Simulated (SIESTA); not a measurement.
HfB2:

```
Hf B
1.0
     3.14000    0.00000    0.00000
    -1.57000    2.71932    0.00000
     0.00000    0.00000    3.48000
Hf B
1 2
Direct
  0.00000 0.00000 0.00000
  0.66667 0.33333 0.50000
  0.33333 0.66667 0.50000
```

| Property | Result |
| --- | --- |
| Program | SIESTA 5.4.2 |
| Task | single point |
| Functional | PBE |
| Potentials or basis | PseudoDojo 0.4 standard (PBE files) |
| Basis | DZP (energy shift 0.002 Ry) |
| Grid cutoff | 800 Ry |
| Energy shift | 0.002 Ry |
| k mesh | 10 × 10 × 8 |
| Occupations | fermi-dirac, width 0.05 eV |
| Spin | no spin polarisation |

On this cell: pressure 2.7 GPa; largest force under 0.003 eV/Å; band gap on the k mesh none (metal or under the smearing width).

The same run follows on a disturbed copy (atoms moved at random, drawn with an rms of 0.05 Å):

```
Hf B
1.0
     3.14000    0.00000    0.00000
    -1.57000    2.71932    0.00000
     0.00000    0.00000    3.48000
Hf B
1 2
Direct
  0.00407 0.99622 0.99703
  0.67352 0.34355 0.49131
  0.31739 0.67513 0.48455
```

**Question.** What changes?

**Answer.** The energy (extrapolated to zero smearing) moves by +23.4 meV/atom; pressure 3.6 GPa; largest force 1.412 eV/Å; band gap on the k mesh none (metal or under the smearing width).

Forces in eV/Å, atoms in the order of the input:
```
Hf  -0.711  0.547 -0.536
B   -0.635 -0.420  0.129
B    1.346 -0.127  0.407
```

Stress tensor (GPa, compression positive):
```
 4.26 -0.10  0.54
-0.10  3.75 -0.34
 0.54 -0.34  2.85
```

Caveats: semicore shells carry a single zeta, which can move pressures by several GPa and volumes by a few percent; the basis of atomic orbitals isn't converged, which shifts pressures, moduli and gaps.
